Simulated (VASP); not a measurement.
# CaSe (Fm-3m) in VASP: further runs

Runs on CaSe. Level: r2SCAN. Tasks: single point.

Everything below comes from runs of VASP 6.6.1. Logs are shortened: lines on timing, memory, paths and dates and some standing lists are left out, and cuts for length are marked.

### 1 The crystal as given

Symmetry: Fm-3m, No. 225, cubic system. The conventional cell has a = 5.912 Å, b = 5.912 Å, c = 5.912 Å, α = 90.00°, β = 90.00°, γ = 90.00°. Se (site symmetry m-3m) is surrounded by 6 Ca at 2.96 Å. Ca (site symmetry m-3m) is surrounded by 6 Se at 2.96 Å.

### 2 Single point, r2SCAN

File INCAR:

```
SYSTEM = CaSe
PREC = Accurate
ENCUT = 450
EDIFF = 1E-6
ISMEAR = 0
SIGMA = 0.2
LREAL = .FALSE.
LASPH = .TRUE.
NELM = 100
ALGO = Normal
ISIF = 2
LWAVE = .FALSE.
LCHARG = .FALSE.
METAGGA = R2SCAN
LMIXTAU = .TRUE.
ADDGRID = .FALSE.
```

File KPOINTS:

```
regular mesh
0
G
  7 7 7
  0 0 0
```

File POSCAR:

```
CaSe
1.0
    0.0000000000      2.9560000000      2.9560000000
    2.9560000000      0.0000000000      2.9560000000
    2.9560000000      2.9560000000      0.0000000000
Se Ca
1 1
Direct
    0.5137070000      0.4880300000      0.5023060000
    0.0084580000     -0.0027510000     -0.0091450000
```

Potentials or basis: VASP PAW PBE potentials, release 64 (Se, Ca_sv).

The run is started by

```console
$ cat potpaw_PBE.64/Se/POTCAR potpaw_PBE.64/Ca_sv/POTCAR > POTCAR
$ mpirun -np 1 vasp_std > vasp.out
```

OUTCAR:

```text
SYSTEM = CaSe
   PREC = Accurate
   ENCUT = 450
   EDIFF = 1E-6
   ISMEAR = 0
   LREAL = .FALSE.
   LASPH = .TRUE.
   NELM = 100
   ISIF = 2
   METAGGA = R2SCAN

 Found    172 irreducible k-points:

 Following reciprocal coordinates:
            Coordinates               Weight
  0.000000  0.000000  0.000000      1.000000
  0.142857  0.000000  0.000000      2.000000
  0.000000  0.142857  0.000000      2.000000
  0.000000  0.000000  0.142857      2.000000
  0.142857  0.142857  0.142857      2.000000
  0.285714  0.000000  0.000000      2.000000
   k-points           NKPTS =    172   k-points in BZ     NKDIM =    172   number of bands    NBANDS=     12
   number of dos      NEDOS =    301   number of ions     NIONS =      2
   total plane-waves  NPLWV =  27000
   dimension x,y,z NGX =    30 NGY =   30 NGZ =   30
   dimension x,y,z NGXF=    60 NGYF=   60 NGZF=   60
   ions per type =               1   1
   NGX,Y,Z   is equivalent  to a cutoff of  11.93, 11.93, 11.93 a.u.
   NGXF,Y,Z  is equivalent  to a cutoff of  23.86, 23.86, 23.86 a.u.
 SYSTEM =  CaSe
   PREC   = accura    normal or accurate (medium, high low for compatibility)
   ISTART =      0    job   : 0-new  1-cont  2-samecut
   ICHARG =      2    charge: 1-file 2-atom 10-const
   ISPIN  =      1    spin polarized calculation?
   LNONCOLLINEAR =      F non collinear calculations
   LSORBIT =      F    spin-orbit coupling
   LASPH  =      T    aspherical Exc in radial PAW
   ENCUT  =  450.0 eV  33.07 Ry    5.75 a.u.   7.23  7.23  7.23*2*pi/ulx,y,z
   NELM   =    100;   NELMIN=  2; NELMDL= -5     # of ELM steps
   EDIFF  = 0.1E-05   stopping-criterion for ELM
   LREAL  =      F    real-space projection
   EDIFFG = 0.1E-04   stopping-criterion for IOM
   NSW    =      0    number of steps for IOM
   IBRION =     -1    ionic relax: 0-MD 1-quasi-New 2-CG
   NFREE  =      0    steps in history (QN), initial steepest desc. (CG)
   ISIF   =      2    stress and relaxation
   ISYM   =      2    0-nonsym 1-usesym 2-fastsym
   POTIM  = 0.5000    time-step for ionic-motion
   TEBEG  =    0.0;   TEEND  =   0.0 temperature during run
   PSTRESS=    0.0 pullay stress
   NELECT =      16.0000    total number of electrons
   NUPDOWN=      -1.0000    fix difference up-down
   EMIN   =  10.00;   EMAX   =-10.00  energy-range for DOS
   EFERMI =   0.00;   METHOD = LEGACY
   ISMEAR =     0;   SIGMA  =   0.20  broadening in eV -4-tet -1-fermi 0-gaus
   EFERMI_NEDOS =   21; number of points for ismear=-14 and -15
   IALGO  =     38    algorithm
   IMIX   =      4    mixing-type and parameters
     AMIX     =   0.40;   BMIX     =  1.00
     AMIX_MAG =   1.60;   BMIX_MAG =  1.00
  volume/ion in A,a.u.               =      25.83       174.30
  Fermi-wavevector in a.u.,A,eV,Ry     =   1.107645  2.093145 16.692666  1.226876
  Thomas-Fermi vector in A             =   2.244161
   LORBIT       =      0    0 simple, 1 ext, 2 COOP (PROOUT), +10 PAW based schemes
   METAGGA = R2SCAN    functional components
   LHFCALC =     F    Hartree Fock is set to
   AEXX    =    0.0000 exact exchange contribution
   IVDW    =     0    specifies the selected vdW correction
   LEPSILON=     F    determine dielectric tensor
   LRPA    =     F    only Hartree local field effects (RPA)
 non-spin polarized calculation
 Gauss-broadening in eV      SIGMA  =   0.20
  energy-cutoff  :      450.00
  volume of cell :       51.66
 maximum number of plane-waves:      1139
 NGX is ok and might be reduce to    30
   NGX = 15   NGY = 15   NGZ = 15

 number of electron      16.0000001 magnetization

 Free energy of the ion-electron system (eV)
  ---------------------------------------------------
  ext. energy  EPLUGINS =         0.00000000
  ---------------------------------------------------
  free energy    TOTEN  =       -25.97103300 eV

  energy without entropy =      -25.97103300  energy(sigma->0) =      -25.97103300

 E-fermi :   3.0305     XC(G=0):  -9.5876

 val. band max:        2.1897435287   @ k =   0.0000   0.0000   0.0000
 cond. band min:       4.7484640012   @ k =   0.4286   0.0000   0.4286
 fundamental gap:      2.5587204724
 Fermi energy:         3.0304539606

 k-point     1 :       0.0000    0.0000    0.0000
  band No.  band energies     occupation
      1     -39.0932      2.00000
      2     -19.2056      2.00000
      3     -19.2050      2.00000
      4     -19.2049      2.00000
      5     -10.0063      2.00000
      6       2.1879      2.00000
      7       2.1896      2.00000
      8       2.1897      2.00000
      9       6.3407      0.00000
     10       6.4226      0.00000
     11       6.4278      0.00000
     12       6.4294      0.00000

 k-point     2 :       0.1429    0.0000    0.0000
  band No.  band energies     occupation
      1     -39.0920      2.00000
      2     -19.2278      2.00000
      3     -19.2067      2.00000
      4     -19.2063      2.00000
      5      -9.8815      2.00000
      6       1.2878      2.00000
      7       1.8976      2.00000
      8       1.9002      2.00000
      9       6.3965      0.00000
     10       6.7022      0.00000
     11       6.7029      0.00000
     12       7.4086      0.00000

 k-point     3 :       0.0000    0.1429    0.0000
  band No.  band energies     occupation
      1     -39.0920      2.00000
      2     -19.2279      2.00000
      3     -19.2066      2.00000
      4     -19.2063      2.00000
      5      -9.8815      2.00000
      6       1.2885      2.00000
      7       1.8970      2.00000
      8       1.8991      2.00000
      9       6.3984      0.00000
     10       6.7015      0.00000
     11       6.7042      0.00000
     12       7.4154      0.00000

 k-point     4 :       0.0000    0.0000    0.1429
  band No.  band energies     occupation
      1     -39.0920      2.00000
      2     -19.2279      2.00000
      3     -19.2066      2.00000
      4     -19.2063      2.00000
      5      -9.8815      2.00000
      6       1.2892      2.00000
      7       1.8971      2.00000
      8       1.8976      2.00000
      9       6.4000      0.00000
     10       6.7020      0.00000
     11       6.7041      0.00000
     12       7.4215      0.00000

 k-point     5 :       0.1429    0.1429    0.1429
  band No.  band energies     occupation
      1     -39.0920      2.00000
      2     -19.2278      2.00000
      3     -19.2067      2.00000
      4     -19.2063      2.00000
      5      -9.8815      2.00000
      6       1.2881      2.00000
      7       1.8973      2.00000
      8       1.8997      2.00000
      9       6.3974      0.00000
     10       6.7016      0.00000
     11       6.7038      0.00000
     12       7.4119      0.00000

 k-point     6 :       0.2857    0.0000    0.0000
  band No.  band energies     occupation
      1     -39.0891      2.00000
      2     -19.2778      2.00000
      3     -19.2098      2.00000
      4     -19.2093      2.00000
      5      -9.5828      2.00000
      6      -0.0961      2.00000
      7       1.3800      2.00000
      8       1.3818      2.00000
      9       6.5733      0.00000
     10       7.3765      0.00000
     11       7.3777      0.00000
     12       8.7931      0.00000

 [... further k-points ...]
[... 5 lines left out ...]
  --------------------------------------------------------------------------------------
  -------------------------------------------------------------------------------------
  Total        0.2711070      0.3269079      0.2733576     -0.0018031      0.0029798      0.0001558
  in kB        8.4082979     10.1389445      8.4780981     -0.0559232      0.0924179      0.0048311
  external PRESSURE =       9.0084468 kB  Pullay stress =       0.0000000 kB

 VOLUME and BASIS-vectors are now :
 -----------------------------------------------------------------------------
  energy-cutoff  :      450.00
  volume of cell :       51.66
      direct lattice vectors                 reciprocal lattice vectors
     0.000000000  2.956000000  2.956000000    -0.169147497  0.169147497  0.169147497
     2.956000000  0.000000000  2.956000000     0.169147497 -0.169147497  0.169147497
     2.956000000  2.956000000  0.000000000     0.169147497  0.169147497 -0.169147497

 POSITION                                       TOTAL-FORCE (eV/Angst)
 -----------------------------------------------------------------------------------
      2.92743      3.00333      2.96113        -0.022074     -0.170036      0.040603
      5.87684      2.95397      2.97287         0.022074      0.170036     -0.040603
 -----------------------------------------------------------------------------------
    total drift:                               -0.002506     -0.002418     -0.003027

  FREE ENERGIE OF THE ION-ELECTRON SYSTEM (eV)
  ---------------------------------------------------
  free  energy   TOTEN  =       -25.9710329967 eV

  energy  without entropy=      -25.9710329967  energy(sigma->0) =      -25.97103300
```

OSZICAR:

```text
N       E                     dE             d eps       ncg     rms          rms(c)
DAV:   1     0.856165521133E+02    0.85617E+02   -0.72585E+03  4128   0.113E+03
DAV:   2    -0.237448928862E+02   -0.10936E+03   -0.10473E+03  4636   0.280E+02
DAV:   3    -0.285861322352E+02   -0.48412E+01   -0.47966E+01  5396   0.576E+01
DAV:   4    -0.289314286715E+02   -0.34530E+00   -0.34452E+00  7256   0.126E+01
DAV:   5    -0.289345027771E+02   -0.30741E-02   -0.30735E-02  5136   0.134E+00    0.404E+00
DAV:   6    -0.256787251678E+02    0.32558E+01   -0.23662E+00  5428   0.152E+01    0.312E+00
DAV:   7    -0.263503162964E+02   -0.67159E+00   -0.88383E-01  4756   0.106E+01    0.815E-01
DAV:   8    -0.260257833237E+02    0.32453E+00   -0.49138E-01  5068   0.753E+00    0.472E-01
DAV:   9    -0.259650023771E+02    0.60781E-01   -0.33359E-01  4796   0.630E+00    0.331E-01
DAV:  10    -0.259349846349E+02    0.30018E-01   -0.59678E-02  4596   0.266E+00    0.931E-02
DAV:  11    -0.259694972672E+02   -0.34513E-01   -0.23469E-02  4524   0.168E+00    0.969E-02
DAV:  12    -0.259697437365E+02   -0.24647E-03   -0.34536E-03  5336   0.591E-01    0.710E-02
DAV:  13    -0.259709148245E+02   -0.11711E-02   -0.11895E-03  4872   0.343E-01    0.222E-02
DAV:  14    -0.259710125992E+02   -0.97775E-04   -0.17044E-04  5244   0.139E-01    0.160E-02
DAV:  15    -0.259709231105E+02    0.89489E-04   -0.35921E-05  4896   0.744E-02    0.991E-03
DAV:  16    -0.259710233419E+02   -0.10023E-03   -0.37139E-05  4848   0.726E-02    0.332E-03
DAV:  17    -0.259710329409E+02   -0.95990E-05   -0.12038E-05  5268   0.374E-02    0.242E-03
DAV:  18    -0.259710329967E+02   -0.55862E-07   -0.25301E-07  3448   0.470E-03
   1 F= -.25971033E+02 E0= -.25971033E+02  d E =-.203483E-10
```

Run time: 4.7 min. Hardware: 1 thread of Intel Xeon Platinum 8488C (Sapphire Rapids), shared host; peak memory 0.24 GiB.

The run converged, but some of its settings lie outside the range that counts as converged, so its numbers aren't taken as properties of the crystal.

What came out:

| Property | Result |
| --- | --- |
| Free energy | -25.9710 eV |
| Pressure | 0.9 GPa |
| Largest force | 0.176 eV/Å |
| Band gap on the k mesh | 2.56 eV, indirect (least direct gap 3.48 eV) |

Caveat: the PAW data sets were made with another functional, which shifts forces and pressure a little; an odd mesh through Γ misses points on the zone boundary, where band edges often lie.

### 3 Single point, r2SCAN

Changes to INCAR since step 2:

```diff
@@ -5,3 +5,3 @@
 ISMEAR = 0
-SIGMA = 0.2
+SIGMA = 0.1
 LREAL = .FALSE.
```

KPOINTS is that of step 2.

File POSCAR:

```
CaSe
1.0
    0.0000000000      2.9560000000      2.9560000000
    2.9560000000      0.0000000000      2.9560000000
    2.9560000000      2.9560000000      0.0000000000
Se Ca
1 1
Direct
    0.5000000000      0.5000000000      0.5000000000
    0.0000000000      0.0000000000      0.0000000000
```

Potentials or basis: VASP PAW PBE potentials, release 64 (Se, Ca_sv).

The run is started by

```console
$ cat potpaw_PBE.64/Se/POTCAR potpaw_PBE.64/Ca_sv/POTCAR > POTCAR
$ mpirun -np 1 vasp_std > vasp.out
```

Run time: 43 s. Hardware: 1 thread of Intel Xeon Platinum 8488C (Sapphire Rapids), shared host; peak memory 0.17 GiB.

The run converged, but some of its settings lie outside the range that counts as converged, so its numbers aren't taken as properties of the crystal.

Results:

```yaml
Free_energy: -25.9756 eV
Pressure: 0.8 GPa
Band_gap_on_the_k_mesh: 2.55 eV, indirect (least direct gap 3.48 eV)
```

Caveat: the PAW data sets were made with another functional, which shifts forces and pressure a little; an odd mesh through Γ misses points on the zone boundary, where band edges often lie.

### 4 Single point, r2SCAN

INCAR is that of step 3.

KPOINTS is that of step 3.

File POSCAR:

```
CaSe
1.0
    0.0000000000      2.9560000000      2.9560000000
    2.9560000000      0.0000000000      2.9560000000
    2.9560000000      2.9560000000      0.0000000000
Se Ca
1 1
Direct
    0.5137070000      0.4880300000      0.5023060000
    0.0084580000     -0.0027510000     -0.0091450000
```

The run is started by

```console
$ cat potpaw_PBE.64/Se/POTCAR potpaw_PBE.64/Ca_sv/POTCAR > POTCAR
$ mpirun -np 1 vasp_std > vasp.out
```

Wall time 4.7 min (1 thread of Intel Xeon Platinum 8488C (Sapphire Rapids), shared host); peak memory 0.25 GiB.

These settings aren't checked as converged: the numbers below hold their error.

Results:

| Property | Result |
| --- | --- |
| Free energy | -25.9710 eV |
| Pressure | 0.9 GPa |
| Largest force | 0.176 eV/Å |
| Band gap on the k mesh | 2.56 eV, indirect (least direct gap 3.48 eV) |

Caveat: the PAW data sets were made with another functional, which shifts forces and pressure a little; an odd mesh through Γ misses points on the zone boundary, where band edges often lie.

### 5 Single point, r2SCAN

Changes to INCAR since step 4:

```diff
@@ -5,3 +5,3 @@
 ISMEAR = 0
-SIGMA = 0.1
+SIGMA = 0.01
 LREAL = .FALSE.
```

KPOINTS is that of step 4.

File POSCAR:

```
CaSe
1.0
    0.0000000000      2.9560000000      2.9560000000
    2.9560000000      0.0000000000      2.9560000000
    2.9560000000      2.9560000000      0.0000000000
Se Ca
1 1
Direct
    0.5000000000      0.5000000000      0.5000000000
    0.0000000000      0.0000000000      0.0000000000
```

Potentials or basis: VASP PAW PBE potentials, release 64 (Se, Ca_sv).

The run is started by

```console
$ cat potpaw_PBE.64/Se/POTCAR potpaw_PBE.64/Ca_sv/POTCAR > POTCAR
$ mpirun -np 1 vasp_std > vasp.out
```

OUTCAR:

```text
SYSTEM = CaSe
   PREC = Accurate
   ENCUT = 450
   EDIFF = 1E-6
   ISMEAR = 0
   LREAL = .FALSE.
   LASPH = .TRUE.
   NELM = 100
   ISIF = 2
   METAGGA = R2SCAN

 Found     20 irreducible k-points:

 Following reciprocal coordinates:
            Coordinates               Weight
  0.000000  0.000000  0.000000      1.000000
  0.142857  0.000000  0.000000      8.000000
  0.285714  0.000000  0.000000      8.000000
  0.428571  0.000000  0.000000      8.000000
  0.142857  0.142857  0.000000      6.000000
  0.285714  0.142857  0.000000     24.000000
   k-points           NKPTS =     20   k-points in BZ     NKDIM =     20   number of bands    NBANDS=     12
[... 160 lines left out ...]
     10       7.4029      0.00000
     11       7.5256      0.00000
     12       8.0624      0.00000

 [... further k-points ...]
[... 5 lines left out ...]
  --------------------------------------------------------------------------------------
  -------------------------------------------------------------------------------------
  Total        0.2739313      0.2739313      0.2739313      0.0000000      0.0000000      0.0000000
  in kB        8.4958902      8.4958902      8.4958902      0.0000000      0.0000000      0.0000000
  external PRESSURE =       8.4958902 kB  Pullay stress =       0.0000000 kB

 VOLUME and BASIS-vectors are now :
 -----------------------------------------------------------------------------
  energy-cutoff  :      450.00
  volume of cell :       51.66
      direct lattice vectors                 reciprocal lattice vectors
     0.000000000  2.956000000  2.956000000    -0.169147497  0.169147497  0.169147497
     2.956000000  0.000000000  2.956000000     0.169147497 -0.169147497  0.169147497
     2.956000000  2.956000000  0.000000000     0.169147497  0.169147497 -0.169147497

 POSITION                                       TOTAL-FORCE (eV/Angst)
 -----------------------------------------------------------------------------------
      2.95600      2.95600      2.95600         0.000000     -0.000000      0.000000
      0.00000      0.00000      0.00000        -0.000000      0.000000     -0.000000
 -----------------------------------------------------------------------------------
    total drift:                               -0.000000      0.000000      0.000000

  FREE ENERGIE OF THE ION-ELECTRON SYSTEM (eV)
  ---------------------------------------------------
  free  energy   TOTEN  =       -25.9756003676 eV

  energy  without entropy=      -25.9756003676  energy(sigma->0) =      -25.97560037
```

OSZICAR:

```text
N       E                     dE             d eps       ncg     rms          rms(c)
DAV:   1     0.868992017375E+02    0.86899E+02   -0.72014E+03   480   0.113E+03
DAV:   2    -0.237871732136E+02   -0.11069E+03   -0.10593E+03   560   0.279E+02
DAV:   3    -0.286449311711E+02   -0.48578E+01   -0.48107E+01   608   0.572E+01
DAV:   4    -0.289351884550E+02   -0.29026E+00   -0.28976E+00   820   0.123E+01
DAV:   5    -0.289370138087E+02   -0.18254E-02   -0.18250E-02   592   0.117E+00    0.404E+00
DAV:   6    -0.256842386393E+02    0.32528E+01   -0.23679E+00   624   0.152E+01    0.312E+00
DAV:   7    -0.263522987468E+02   -0.66806E+00   -0.88414E-01   580   0.106E+01    0.801E-01
DAV:   8    -0.260389061194E+02    0.31339E+00   -0.49062E-01   584   0.753E+00    0.473E-01
DAV:   9    -0.259729830751E+02    0.65923E-01   -0.33031E-01   552   0.627E+00    0.334E-01
DAV:  10    -0.259442031160E+02    0.28780E-01   -0.53173E-02   528   0.252E+00    0.904E-02
DAV:  11    -0.259733730529E+02   -0.29170E-01   -0.23242E-02   536   0.167E+00    0.974E-02
DAV:  12    -0.259742164616E+02   -0.84341E-03   -0.38171E-03   616   0.618E-01    0.737E-02
DAV:  13    -0.259754400866E+02   -0.12236E-02   -0.12306E-03   568   0.348E-01    0.229E-02
DAV:  14    -0.259755722461E+02   -0.13216E-03   -0.22743E-04   600   0.160E-01    0.182E-02
DAV:  15    -0.259754749242E+02    0.97322E-04   -0.34287E-05   596   0.722E-02    0.133E-02
DAV:  16    -0.259755767150E+02   -0.10179E-03   -0.29422E-05   568   0.631E-02    0.576E-03
DAV:  17    -0.259756003102E+02   -0.23595E-04   -0.22404E-05   588   0.488E-02    0.265E-03
DAV:  18    -0.259756003676E+02   -0.57355E-07   -0.46553E-07   404   0.669E-03
   1 F= -.25975600E+02 E0= -.25975600E+02  d E =-.912754E-81
```

stdout:

```text
POSCAR found type information on POSCAR SeCa
 POSCAR found :  2 types and       2 ions
 scaLAPACK will be used
 -----------------------------------------------------------------------------
|                                                                             |
|                                                                             |
|     You enforced a specific xc type in the INCAR file but a different       |
|     I HOPE YOU KNOW WHAT YOU ARE DOING!                                     |
|                                                                             |
 -----------------------------------------------------------------------------

 LDA part: xc-table for (None), standard interpolation
 POSCAR, INCAR and KPOINTS ok, starting setup
 FFT: planning ... GRIDC
 FFT: planning ... GRID_SOFT
 FFT: planning ... GRID
 WAVECAR not read
 entering main loop
```

It took 43 s on 1 thread of Intel Xeon Platinum 8488C (Sapphire Rapids), shared host; peak memory 0.16 GiB.

The run converged, but some of its settings lie outside the range that counts as converged, so its numbers aren't taken as properties of the crystal.

Results:

```yaml
Free_energy: -25.9756 eV
Pressure: 0.8 GPa
Band_gap_on_the_k_mesh: 2.55 eV, indirect (least direct gap 3.48 eV)
```

Caveat: the PAW data sets were made with another functional, which shifts forces and pressure a little; an odd mesh through Γ misses points on the zone boundary, where band edges often lie.

### 6 The reference run

An earlier run on the cell as given: functional PBEsol; potentials or basis VASP PAW PBE potentials, release 64 (Se, Ca_sv); cutoff 520 eV; k mesh 8 × 8 × 8; occupations fermi-dirac, width 0.05 eV; no spin polarisation.

* Pressure: -0.9 GPa
* Band gap on the k mesh: 1.92 eV, indirect (least direct gap 2.87 eV)
